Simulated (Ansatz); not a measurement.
A strain series on SiC (P6_3mc): isotropic on every length

SiC (P6_3mc) from a database structure, relaxed with r2SCAN in the plane-wave code Ansatz, then strained (isotropic on every length; changes of length per length, axes as in the cell below) with the atoms relaxed again within the symmetry that is left. It is hexagonal, P6_3mc (No. 186); a = 3.075 Å, c = 5.048 Å in the conventional setting, 10.34 Å³ an atom. Si is surrounded by 4 C at 1.88–1.90 Å; C is surrounded by 4 Si at 1.88–1.90 Å. No spin polarisation and no zero-point or thermal motion.

```
Si C
1.0
     3.07536    0.00000    0.00000
    -1.53768    2.66334    0.00000
     0.00000    0.00000    5.04811
Si C
2 2
Cartesian
  0.0000 1.7756 2.5220
  1.5377 0.8878 5.0460
  0.0000 1.7756 4.4192
  1.5377 0.8878 1.8951
```

Gaps are the least over each mesh (PBE 12×12×6, r2SCAN 12×12×6, HSE06 6×6×4 when unstrained) and the special points, which keep their unstrained names; stress is the change from the unstrained cell, compression positive.

```tsv
strain (%)	gap, PBE (eV)	gap, r2SCAN (eV)	gap, HSE06 (eV)	edges, HSE06	mean stress, r2SCAN (GPa)	energy rise, r2SCAN (meV/atom)
-4.94	1.979	2.404	2.902	Γ → K	+46.28	186.4
-4.32	2.019	2.437	2.937	Γ → K	+38.89	140.0
0.0	2.277	2.653	3.160	Γ → K	0.00	0.0
+0.44	2.301	2.672	3.180	Γ → K	-2.93	1.3
+1.62	2.364	2.724	3.235	Γ → K	-10.00	16.6
```

Between zero and the nearest strains the slope of the HSE06 gap against strain is +0.052 eV per percent for negative and +0.046 for positive strain.

The meshes of the hybrids are coarse, so their gaps aren't converged to the digits shown.
